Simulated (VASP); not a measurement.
# CoO (I4/mmm) in VASP: settings compared, part 2 of 2

VASP 6.6.1. Earlier steps stand in the parts before.

## 4. Relaxation of cell and atoms, PBE, collinear spin, ferromagnetic start, target pressure 30 GPa, at which the enthalpy is minimised

Input file INCAR:

```
SYSTEM = CoO
PREC = Accurate ; ENCUT = 600
EDIFF = 1E-6 ; ISMEAR = -1
SIGMA = 0.05 ; LREAL = .FALSE.
LASPH = .TRUE. ; NELM = 100
ALGO = Normal ; ISIF = 3
LWAVE = .FALSE. ; LCHARG = .FALSE.
ISPIN = 2 ; MAGMOM = 2 0
LORBIT = 11 ; LMAXMIX = 4
GGA = PE ; IBRION = 2
NSW = 40 ; EDIFFG = -0.02
PSTRESS = 300
```

Input file KPOINTS:

```
regular mesh
0
G
  9 9 9
  0 0 0
```

Input file POSCAR:

```
CoO
1.0
   -1.5080004400      1.5080004400      2.1072503600
    1.5080004400     -1.5080004400      2.1072503600
    1.5080004400      1.5080004400     -2.1072503600
Co O
1 1
Direct
    0.0000000000      0.0000000000      0.0000000000
    0.5000000000      0.5000000000      0.0000000000
```

Potentials or basis: VASP PAW PBE potentials, release 64 (Co, O).

Run with:

```console
> cat potpaw_PBE.64/Co/POTCAR potpaw_PBE.64/O/POTCAR > POTCAR
> mpirun -np 1 vasp_std > vasp.out
```

OUTCAR:

```text
SYSTEM = CoO
   PREC = Accurate
   ENCUT = 600
   EDIFF = 1E-6
   ISMEAR = -1
   LREAL = .FALSE.
   LASPH = .TRUE.
   NELM = 100
   ISIF = 3
   ISPIN = 2
   LORBIT = 11
   GGA = PE
   IBRION = 2
   NSW = 40
   EDIFFG = -0.02
   PSTRESS = 300

 ion  position               nearest neighbor table
   1  0.000  0.000  0.000-   2 2.11   2 2.11   2 2.13   2 2.13   2 2.13   2 2.13
   2  0.500  0.500  0.000-   1 2.11   1 2.11   1 2.13   1 2.13   1 2.13   1 2.13

  LATTYP: Found a body centered tetragonal cell.
 ALAT       =     3.0160008800
 C/A-ratio  =     1.3973804676

  Lattice vectors:

 A1 = (  -1.5080004400,   1.5080004400,   2.1072503600)
 A2 = (   1.5080004400,  -1.5080004400,   2.1072503600)
 A3 = (   1.5080004400,   1.5080004400,  -2.1072503600)

[... 1194 lines left out ...]
  ext. energy  EPLUGINS =         0.00000000
  ---------------------------------------------------
  free energy    TOTEN  =       -12.83710189 eV

  energy without entropy =      -12.80414751  energy(sigma->0) =      -12.82062470

 E-fermi :  10.4121     XC(G=0): -13.3986

 val. band max:       10.4108001943   @ k =   0.4444   0.0000  -0.0000
 cond. band min:      10.4205197094   @ k =  -0.1111   0.4444   0.1111
 fundamental gap:      0.0097195150
 Fermi energy:        10.4120513762

 spin component 1

 k-point     1 :       0.0000    0.0000    0.0000
  band No.  band energies     occupation
      1     -11.4969      1.00000
      2       6.4453      1.00000
      3       6.4455      1.00000
      4       6.4455      1.00000
      5       7.5045      1.00000
      6       7.5045      1.00000
      7       7.5556      1.00000
      8       7.5556      1.00000
      9       7.5573      1.00000
     10      12.4741      0.00000
     11      27.8005      0.00000
     12      30.0742      0.00000
[... 742 lines left out ...]
  energy  without entropy=      -12.8041475058  energy(sigma->0) =      -12.82062470

  enthalpy is  TOTEN    =        -9.7744268095 eV   P V=        3.0626750836

 reached required accuracy - stopping structural energy minimisation

 total charge

# of ion       s       p       d       tot
------------------------------------------
    1        0.342   0.473   7.356   8.171
    2        1.558   3.484   0.000   5.042
--------------------------------------------------
tot          1.900   3.957   7.356  13.214

 magnetization (x)

# of ion       s       p       d       tot
------------------------------------------
    1        0.021   0.018   1.796   1.835
    2        0.030   0.089   0.000   0.119
--------------------------------------------------
tot          0.051   0.107   1.796   1.954
```

CONTCAR:

```text
CoO
   1.00000000000000
    -1.4247290236411019    1.4247290236411019    2.0144927957248426
     1.4247290236411019   -1.4247290236411019    2.0144927957248426
     1.4247290236411019    1.4247290236411019   -2.0144927957248426
  Co              O
     1     1
Direct
     0.0000000000000000    0.0000000000000000    0.0000000000000000
     0.5000000000000000    0.5000000000000000    1.0000000000000000

  0.00000000E+00  0.00000000E+00  0.00000000E+00
  0.00000000E+00  0.00000000E+00  0.00000000E+00
```

Wall time 3.8 min (1 thread of AMD EPYC 7R13 (Zen 3), shared host); peak memory 0.16 GiB.

What came out:

```yaml
Free_energy: -12.8371 eV
Relaxed_volume: 8.18 Å³/atom
Relaxed_cell: a = 2.849 Å, b = 2.849 Å, c = 2.849 Å, α = 119.99°, β = 119.99°, γ = 90.01°
Space_group_after_relaxing_to_0.05_Å: Fm-3m (No. 225)
Energy_change_on_relaxing_the_enthalpy_is_what_falls: +114.7 meV/atom
Ionic_steps: 8
Pressure_after_relaxing: 30.0 GPa
Band_gap_on_the_k_mesh: none (metal or under the smearing width)
Net_moment: 1.98 μB per cell
Site_moments: Co +1.83; O +0.12 μB
Valence_electrons_inside_the_program's_atomic_spheres: Co 8.17; O 5.04
```

Step by step:
| step | energy change (eV) | largest force (eV/Å) | pressure (GPa) | volume (Å³) |
| --- | --- | --- | --- | --- |
| 1 | 0.0000 | 0.0000 | -1.10 | 19.17 |
| 2 | 0.7813 | 0.0000 | 66.90 | 14.46 |
| 3 | 0.2233 | 0.0000 | 29.29 | 16.40 |
| 4 | 0.2331 | 0.0000 | 30.26 | 16.34 |
| 5 | 0.2335 | 0.0000 | 30.38 | 16.34 |
| 6 | 0.2341 | 0.0000 | 30.45 | 16.33 |
| 7 | 0.2239 | 0.0000 | 29.44 | 16.39 |
| 8 | 0.2294 | 0.0000 | 29.98 | 16.36 |

Final structure:
```yaml
crystal:
  lattice:
    - [-1.42473, 1.42473, 2.01449]
    - [1.42473, -1.42473, 2.01449]
    - [1.42473, 1.42473, -2.01449]
  atoms:
    - { symbol: Co, position: [0.00000, 0.00000, 0.00000] }
    - { symbol: O, position: [0.50000, 0.50000, 0.00000] }
```

Caveat: the cell is relaxed towards a set pressure, so the enthalpy falls and the energy may rise; a cell with one magnetic atom can't hold antiferromagnetic order, which such compounds often take; semilocal functionals often make such compounds metallic where correlation or magnetic order opens a gap, which also shifts bond lengths. With open d or f shells a metallic result of PBE can be an artefact of self-interaction; +U or a hybrid may open a gap.

## 5. Relaxation of cell and atoms, PBEsol, collinear spin, ferromagnetic start

Input file INCAR:

```
SYSTEM = CoO
ALGO = Normal
EDIFF = 1E-6
EDIFFG = -0.005
ENCUT = 600
GGA = PS
IBRION = 2
ISIF = 3
ISMEAR = -1
ISPIN = 2
LASPH = .TRUE.
LCHARG = .FALSE.
LMAXMIX = 4
LORBIT = 11
LREAL = .FALSE.
LWAVE = .FALSE.
MAGMOM = 2 0
NELM = 120
NSW = 60
PREC = Accurate
SIGMA = 0.05
```

Input file KPOINTS:

```
k-points
0
G
  9 9 9
  0 0 0
```

POSCAR is that of step 4.

Run with:

```console
> cat potpaw_PBE.64/Co/POTCAR potpaw_PBE.64/O/POTCAR > POTCAR
> mpirun -np 1 vasp_std > vasp.out
```

It took 73 s on 1 thread of Intel Xeon 6975P-C (Granite Rapids), shared host; peak memory 0.19 GiB.

Results (log left out):

- Free energy: -14.0125 eV
- Relaxed volume: 9.01 Å³/atom
- Relaxed cell: a = 2.943 Å, b = 2.943 Å, c = 2.943 Å, α = 120.01°, β = 120.01°, γ = 89.98°
- Space group after relaxing (to 0.05 Å): Fm-3m (No. 225)
- Energy gained by relaxing: 19.6 meV/atom
- Ionic steps: 9
- Pressure after relaxing: 0.0 GPa
- Band gap on the k mesh: none (metal or under the smearing width)
- Net moment: 2.73 μB per cell
- Site moments: Co +2.41; O +0.27 μB
- Valence electrons inside the program's atomic spheres: Co 7.94; O 4.98

Step by step:
```
step  energy change (eV)  largest force (eV/Å)  pressure (GPa)  volume (Å³)
   1              0.0000                0.0000          -10.22        19.17
   2             -0.0291                0.0000            6.06        17.52
   3             -0.0387                0.0000            0.02        18.03
   4             -0.0387                0.0000           -0.19        18.06
   5             -0.0390                0.0000           -0.21        18.05
   6             -0.0393                0.0000           -0.11        18.04
   7             -0.0393                0.0000           -0.18        18.04
   8             -0.0392                0.0000            0.34        18.00
   9             -0.0393                0.0000            0.03        18.03
```

Final structure:
```
Co O
1.0
    -1.47152    1.47152    2.08160
     1.47152   -1.47152    2.08160
     1.47152    1.47152   -2.08160
Co O
1 1
Direct
  0.00000 0.00000 0.00000
  0.50000 0.50000 0.00000
```

Levels at points of the mesh, in eV from the Fermi level:
Spin up:
```
           k point  band 6  band 7  band 8  band 9  band 10  band 11  band 12
(0.00, 0.00, 0.00)   -3.25   -3.17   -3.16   -3.16     1.23    16.78    18.48
```
Spin down:
| k point | band 4 | band 5 | band 6 | band 7 | band 8 | band 9 |
| --- | --- | --- | --- | --- | --- | --- |
| (0.00, 0.00, 0.00) | -3.01 | -1.27 | -1.27 | -1.27 | -0.26 | -0.26 |

Caveat: the PAW data sets were made with another functional, which shifts forces and pressure a little; a cell with one magnetic atom can't hold antiferromagnetic order, which such compounds often take; semilocal functionals often make such compounds metallic where correlation or magnetic order opens a gap, which also shifts bond lengths. With open d or f shells a metallic result of PBEsol can be an artefact of self-interaction; +U or a hybrid may open a gap.

## 6. Overview

```tsv
level	cell	target pressure	gap on the mesh (eV)	pressure (GPa)	moment (μB)
PBE	relaxed to 10 GPa	10 GPa	none	10.0	2.71
PBE	relaxed to 20 GPa	20 GPa	none	19.6	2.14
PBE	relaxed to 30 GPa	30 GPa	none	30.0	1.98
PBEsol	relaxed	-	none	0.0	2.73
```

Alike in all rows: task relaxation of cell and atoms; potentials or basis VASP PAW PBE potentials, release 64 (Co, O); spin collinear, ferromagnetic start; k mesh 9 × 9 × 9; cutoff (eV) 600; smearing fermi-dirac 0.05 eV.

Caveats: a cell with one magnetic atom can't hold antiferromagnetic order, which such compounds often take; semilocal functionals often make such compounds metallic where correlation or magnetic order opens a gap, which also shifts bond lengths; the cell is relaxed towards a set pressure, so the enthalpy falls and the energy may rise (some runs); the PAW data sets were made with another functional, which shifts forces and pressure a little (some runs).

Total energies depend on the potentials used, so only differences within one code and one set of settings carry meaning.
